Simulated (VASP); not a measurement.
# SrO: band structure with HSE06

SrO:

```
Sr O
1.0
     0.00000    2.56630    2.56630
     2.56630    0.00000    2.56630
     2.56630    2.56630    0.00000
Sr O
1 1
Cartesian
  2.5663 2.5663 2.5663
  0.0000 0.0000 0.0000
```

| Property | Result |
| --- | --- |
| Program | VASP 6.6.1 |
| Task | band structure |
| Functional | HSE06 |
| Potentials or basis | VASP PAW PBE potentials, release 64 (Sr_sv, O) |
| Cutoff | 520 eV |
| k mesh | 6 × 6 × 6 |
| Occupations | gaussian, width 0.02 eV |
| Spin | no spin polarisation |
| Ladder | free |
| Grid for exact exchange (PRECFOCK) | Fast |
| Screening parameter | 0.2 1/A |
| Further INCAR settings | ALGO = Normal; EDIFF = 1e-06; NBANDS = 15 |

| Quantity | Value |
| --- | --- |
| Pressure | 1.7 GPa |
| Band gap on the k mesh | 4.76 eV, indirect (least direct gap 4.86 eV) |
| Band gap along the path | 4.76 eV, indirect (least direct gap 4.86 eV) |

Levels at the corners of the path, in eV from the valence-band top:
```tsv
point	band 4	band 5	band 6	band 7	band 8	band 9	band 10	band 11	band 12	band 13
Γ	-14.65	-14.65	0.00	0.00	0.00	5.53	7.91	7.91	7.91	10.17
X	-15.05	-15.05	-0.47	-0.10	-0.10	4.76	9.63	12.11	12.24	13.15
X	-15.05	-15.05	-0.47	-0.10	-0.10	4.76	9.63	12.11	12.24	13.15
W	-15.38	-14.21	-1.21	-0.46	-0.46	7.68	7.68	10.50	13.17	13.43
W	-15.38	-14.21	-1.21	-0.46	-0.46	7.68	7.68	10.50	13.17	13.43
K	-14.94	-14.43	-1.00	-0.62	-0.51	6.36	9.70	10.62	12.13	13.04
K	-14.94	-14.43	-1.00	-0.62	-0.51	6.36	9.70	10.62	12.13	13.04
Γ	-14.65	-14.65	0.00	0.00	0.00	5.53	7.91	7.91	7.91	10.17
Γ	-14.65	-14.65	0.00	0.00	0.00	5.53	7.91	7.91	7.91	10.17
L	-14.73	-13.65	-2.28	-1.21	-1.21	8.30	10.06	10.77	10.77	14.06
L	-14.73	-13.65	-2.28	-1.21	-1.21	8.30	10.06	10.77	10.77	14.06
U	-14.94	-14.43	-1.00	-0.62	-0.51	6.36	9.70	10.62	12.13	13.04
U	-14.94	-14.43	-1.00	-0.62	-0.51	6.36	9.70	10.62	12.13	13.04
W	-15.38	-14.21	-1.21	-0.46	-0.46	7.68	7.68	10.50	13.17	13.43
W	-15.38	-14.21	-1.21	-0.46	-0.46	7.68	7.68	10.50	13.17	13.43
L	-14.73	-13.65	-2.28	-1.21	-1.21	8.30	10.06	10.77	10.77	14.06
L	-14.73	-13.65	-2.28	-1.21	-1.21	8.30	10.06	10.77	10.77	14.06
K	-14.94	-14.43	-1.00	-0.62	-0.51	6.36	9.70	10.62	12.13	13.04
U	-14.94	-14.43	-1.00	-0.62	-0.51	6.36	9.70	10.62	12.13	13.04
X	-15.05	-15.05	-0.47	-0.10	-0.10	4.76	9.63	12.11	12.24	13.15
```

It took 13 min on 4 MPI ranks on Intel(R) Xeon(R) 6975P-C (Granite Rapids), on a shared host, peak memory 0.3 GiB a rank.

Caveat: the PAW data sets were made with another functional, which shifts forces and pressure a little.
